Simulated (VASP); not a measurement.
# Sn (I4_1/amd) in VASP: relaxation of cell and atoms with PBE+D3(BJ)

Aim: the relaxation of cell and atoms of Sn with PBE+D3(BJ).

Everything below comes from runs of VASP 6.6.1. Logs are shortened: lines on timing, memory, paths and dates and some standing lists are left out, and cuts for length are marked.

## (1) The crystal as given

It takes space group I4_1/amd (No. 141, tetragonal). The conventional cell has a = 5.850 Å, b = 5.850 Å, c = 3.177 Å, α = 90.00°, β = 90.00°, γ = 90.00°. Sn (site symmetry -4m2) has 6 Sn at 3.03 to 3.18 Å as nearest neighbours.

## (2) Relaxation of cell and atoms, PBE+D3(BJ)

File INCAR:

```
ALGO = Normal
EDIFF = 1E-7
EDIFFG = -0.005
ENCUT = 600
GGA = PE
IBRION = 2
ISIF = 3
ISMEAR = 0
IVDW = 12
LASPH = T
LCHARG = F
LREAL = F
LWAVE = F
NELM = 80
NSW = 90
PREC = Accurate
SIGMA = 0.03
```

File KPOINTS:

```
k-points
0
Gamma
  12 12 12
```

File POSCAR:

```
Sn                                      
1.0
   -2.9252005466      2.9252005466      1.5885965840
    2.9252005466     -2.9252005466      1.5885965840
    2.9252005466      2.9252005466     -1.5885965840
  Sn            
     2
Direct
     0.0000000000000000    0.0000000000000000    0.0000000000000000
     0.7500000000000000    0.2500000000000000    0.5000000000000000
```

Potentials or basis: VASP PAW PBE potentials, release 64 (Sn_d).

The run is started by

```console
> cat potpaw_PBE.64/Sn_d/POTCAR > POTCAR
> mpirun -np 1 vasp_std > vasp.out
```

OUTCAR:

```text
EDIFF = 1E-7
   EDIFFG = -0.005
   ENCUT = 600
   GGA = PE
   IBRION = 2
   ISIF = 3
   ISMEAR = 0
   IVDW = 12
   LASPH = T
   LREAL = F
   NELM = 80
   NSW = 90
   PREC = Accurate
 IVDW          = 12

 ion  position               nearest neighbor table
   1  0.000  0.000  0.000-   2 3.03   2 3.03   2 3.03   2 3.03
   2  0.750  0.250  0.500-   1 3.03   1 3.03   1 3.03   1 3.03

  LATTYP: Found a body centered tetragonal cell.
 ALAT       =     5.8504010932
 C/A-ratio  =     0.5430727086

  Lattice vectors:

 A1 = (  -2.9252005466,   2.9252005466,   1.5885965840)
 A2 = (   2.9252005466,  -2.9252005466,   1.5885965840)
 A3 = (   2.9252005466,   2.9252005466,  -1.5885965840)

Analysis of symmetry for initial positions (statically):
=====================================================================
 Subroutine PRICEL returns:
 Original cell was already a primitive cell.

 Routine SETGRP: Setting up the symmetry group for a
 body centered tetragonal supercell.

 Subroutine GETGRP returns: Found 16 space group operations
 (whereof  8 operations were pure point group operations)
 out of a pool of 16 trial point group operations.

The static configuration has the point symmetry D_2d.
 The point group associated with its full space group is D_4h.

Analysis of symmetry for dynamics (positions and initial velocities):
=====================================================================
 Subroutine PRICEL returns:
 Original cell was already a primitive cell.

 Routine SETGRP: Setting up the symmetry group for a
 body centered tetragonal supercell.

 Subroutine GETGRP returns: Found 16 space group operations
 (whereof  8 operations were pure point group operations)
 out of a pool of 16 trial point group operations.

The dynamic configuration has the point symmetry D_2d.
 The point group associated with its full space group is D_4h.

 Subroutine INISYM returns: Found 16 space group operations
 (whereof  8 operations are pure point group operations),
 and found     1 'primitive' translations

----------------------------------------------------------------------------------------

                                     Primitive cell

  volume of cell :      54.3732

  direct lattice vectors                    reciprocal lattice vectors
    -2.925200547  2.925200547  1.588596584     0.000000000  0.170928452  0.314743217
     2.925200547 -2.925200547  1.588596584     0.170928452  0.000000000  0.314743217
     2.925200547  2.925200547 -1.588596584     0.170928452  0.170928452  0.000000000

  length of vectors
     4.431392059  4.431392059  4.431392059     0.358161735  0.358161735  0.241729334

  position of ions in fractional coordinates (direct lattice)
     0.000000000  0.000000000  0.000000000
     0.750000000  0.250000000  0.500000000

  ion indices of the primitive-cell ions
   primitive index   ion index
                 1           1
                 2           2

----------------------------------------------------------------------------------------

 KPOINTS: k-points

Automatic generation of k-mesh.
 Grid dimensions read from file:
 generate k-points for:   12   12   12

 Generating k-lattice:

  Cartesian coordinates                     Fractional coordinates (reciprocal lattice)
     0.000000000  0.014244038  0.026228601     0.083333333 -0.000000000  0.000000000
     0.014244038  0.000000000  0.026228601    -0.000000000  0.083333333  0.000000000
     0.014244038  0.014244038  0.000000000     0.000000000  0.000000000  0.083333333

  Length of vectors
     0.029846811  0.029846811  0.020144111

  Shift w.r.t. Gamma in fractional coordinates (k-lattice)
     0.000000000  0.000000000  0.000000000

 Subroutine IBZKPT returns following result:
 ===========================================

 Found    163 irreducible k-points:

 Following reciprocal coordinates:
            Coordinates               Weight
  0.000000  0.000000  0.000000      1.000000
  0.083333  0.000000  0.000000      8.000000
  0.166667  0.000000  0.000000      8.000000
  0.250000  0.000000  0.000000      8.000000
  0.333333  0.000000  0.000000      8.000000
  0.416667  0.000000  0.000000      8.000000
[... 16 lines left out ...]
  0.500000  0.166667  0.000000     16.000000
 -0.416667  0.166667  0.000000     16.000000
 [... further k-points ...]
   k-points           NKPTS =    163   k-points in BZ     NKDIM =    163   number of bands    NBANDS=     18
   number of dos      NEDOS =    301   number of ions     NIONS =      2
   total plane-waves  NPLWV =  46656
   dimension x,y,z NGX =    36 NGY =   36 NGZ =   36
   dimension x,y,z NGXF=    72 NGYF=   72 NGZF=   72
   ions per type =               2
   NGX,Y,Z   is equivalent  to a cutoff of  13.51, 13.51, 13.51 a.u.
   NGXF,Y,Z  is equivalent  to a cutoff of  27.01, 27.01, 27.01 a.u.
 SYSTEM =  unknown system
   PREC   = accura    normal or accurate (medium, high low for compatibility)
   ISTART =      0    job   : 0-new  1-cont  2-samecut
   ICHARG =      2    charge: 1-file 2-atom 10-const
   ISPIN  =      1    spin polarized calculation?
   LNONCOLLINEAR =      F non collinear calculations
   LSORBIT =      F    spin-orbit coupling
   LASPH  =      T    aspherical Exc in radial PAW
   ENCUT  =  600.0 eV  44.10 Ry    6.64 a.u.   8.85  8.85  8.85*2*pi/ulx,y,z
   NELM   =     80;   NELMIN=  2; NELMDL= -5     # of ELM steps
   EDIFF  = 0.1E-06   stopping-criterion for ELM
   LREAL  =      F    real-space projection
   EDIFFG = -.5E-02   stopping-criterion for IOM
   NSW    =     90    number of steps for IOM
   IBRION =      2    ionic relax: 0-MD 1-quasi-New 2-CG
   NFREE  =      1    steps in history (QN), initial steepest desc. (CG)
   ISIF   =      3    stress and relaxation
   ISYM   =      2    0-nonsym 1-usesym 2-fastsym
   POTIM  = 0.5000    time-step for ionic-motion
   TEBEG  =    0.0;   TEEND  =   0.0 temperature during run
   PSTRESS=    0.0 pullay stress
   NELECT =      28.0000    total number of electrons
   NUPDOWN=      -1.0000    fix difference up-down
   EMIN   =  10.00;   EMAX   =-10.00  energy-range for DOS
   EFERMI =   0.00;   METHOD = LEGACY
   ISMEAR =     0;   SIGMA  =   0.03  broadening in eV -4-tet -1-fermi 0-gaus
   EFERMI_NEDOS =   21; number of points for ismear=-14 and -15
   IALGO  =     38    algorithm
   IMIX   =      4    mixing-type and parameters
     AMIX     =   0.40;   BMIX     =  1.00
     AMIX_MAG =   1.60;   BMIX_MAG =  1.00
  volume/ion in A,a.u.               =      27.19       183.46
  Fermi-wavevector in a.u.,A,eV,Ry     =   1.312197  2.479694 23.427359  1.721862
  Thomas-Fermi vector in A             =   2.442606
   LORBIT       =      0    0 simple, 1 ext, 2 COOP (PROOUT), +10 PAW based schemes
   GGA     = PE    functional components
   LHFCALC =     F    Hartree Fock is set to
   AEXX    =    0.0000 exact exchange contribution
   IVDW    =    12    specifies the selected vdW correction
   LEPSILON=     F    determine dielectric tensor
   LRPA    =     F    only Hartree local field effects (RPA)
 conjugate gradient relaxation of ions
 non-spin polarized calculation
 Gauss-broadening in eV      SIGMA  =   0.03
  energy-cutoff  :      600.00
  volume of cell :       54.37
 maximum number of plane-waves:      1838
   NGX = 17   NGY = 17   NGZ = 17

--------------------------------------- Ionic step        1  -------------------------------------------

 number of electron      27.9999998 magnetization

 Free energy of the ion-electron system (eV)
  ---------------------------------------------------
  ext. energy  EPLUGINS =         0.00000000
  ---------------------------------------------------
  free energy    TOTEN  =        -7.59590396 eV

  energy without entropy =       -7.59543097  energy(sigma->0) =       -7.59566746

------------------------ aborting loop because EDIFF is reached ----------------------------------------

 Edisp (eV)   -0.77780

 E8    (eV) :    -0.3760

  FORCE on cell =-STRESS in cart. coord.  units (eV):
  Direction    XX          YY          ZZ          XY          YZ          ZX
  --------------------------------------------------------------------------------------
  -------------------------------------------------------------------------------------
  Total      -0.01052    -0.01052    -0.02437     0.00000     0.00000     0.00000
  in kB      -0.30985    -0.30985    -0.71821     0.00000     0.00000     0.00000
  external pressure =       -0.45 kB  Pullay stress =        0.00 kB
[... 61 lines left out ...]
  energy  without entropy=       -8.3732415305  energy(sigma->0) =       -8.37347523

--------------------------------------- Ionic step        3  -------------------------------------------

 number of electron      27.9999998 magnetization

 Free energy of the ion-electron system (eV)
  ---------------------------------------------------
  ext. energy  EPLUGINS =         0.00000000
  ---------------------------------------------------
  free energy    TOTEN  =        -7.59551717 eV

  energy without entropy =       -7.59504675  energy(sigma->0) =       -7.59528196

 E-fermi :   7.9589     XC(G=0): -10.2992

 val. band max:        7.9413261325   @ k =  -0.1667  -0.1667   0.1667
 cond. band min:       7.9616116445   @ k =   0.2500   0.0833   0.0000
 fundamental gap:      0.0202855120
 Fermi energy:         7.9588891226

 k-point     1 :       0.0000    0.0000    0.0000
  band No.  band energies     occupation
      1     -13.6969      2.00000
      2     -13.6175      2.00000
      3     -13.5717      2.00000
      4     -13.5633      2.00000
      5     -13.4109      2.00000
      6     -13.4109      2.00000
[... 10 lines left out ...]
     17      14.1537      0.00000
     18      14.8463      0.00000
[... 466 lines left out ...]
      2     -13.5428      2.00000
      3     -13.5280      2.00000
      4     -13.5033      2.00000
      5     -13.4612      2.00000
      6     -13.4346      2.00000
[... 10 lines left out ...]
     17      10.9472      0.00000
     18      13.3199      0.00000

 [... further k-points ...]

------------------------ aborting loop because EDIFF is reached ----------------------------------------

 Edisp (eV)   -0.77819

 E8    (eV) :    -0.3762

  FORCE on cell =-STRESS in cart. coord.  units (eV):
  Direction    XX          YY          ZZ          XY          YZ          ZX
  --------------------------------------------------------------------------------------
  -------------------------------------------------------------------------------------
  Total       0.00428     0.00428    -0.00760     0.00000     0.00000     0.00000
  in kB       0.12616     0.12616    -0.22396     0.00000     0.00000     0.00000
  external pressure =        0.01 kB  Pullay stress =        0.00 kB
[... 17 lines left out ...]
  FREE ENERGIE OF THE ION-ELECTRON SYSTEM (eV)
  ---------------------------------------------------
  free  energy   TOTEN  =        -8.3737114220 eV

  energy  without entropy=       -8.3732410053  energy(sigma->0) =       -8.37347621

 reached required accuracy - stopping structural energy minimisation
```

Wall time 3.2 min (1 thread of Intel Xeon Platinum 8488C (Sapphire Rapids), shared host); peak memory 0.34 GiB.

What came out:

```
Free energy                            : -8.3737 eV
Relaxed volume                         : 27.17 Å³/atom
Relaxed cell                           : a = 4.431 Å, b = 4.431 Å, c = 4.431 Å, α = 97.38°, β = 97.38°, γ = 137.99°
Space group after relaxing (to 0.05 Å) : I4_1/amd (No. 141)
Energy gained by relaxing              : 0.0 meV/atom
Ionic steps                            : 3
Pressure after relaxing                : 0.0 GPa
Band gap on the k mesh                 : none (metal or under the smearing width)
Dispersion energy per atom             : -0.389 eV
```

Final structure:
```xyz
2
Lattice="-2.9249 2.9249 1.5882 2.9249 -2.9249 1.5882 2.9249 2.9249 -1.5882" Properties=species:S:1:pos:R:3 pbc="T T T"
Sn    0.0000    0.0000    0.0000
Sn    0.0000    2.9249    0.7941
```

Caveat: pairwise dispersion overbinds metals, which lowers pressure and volume.
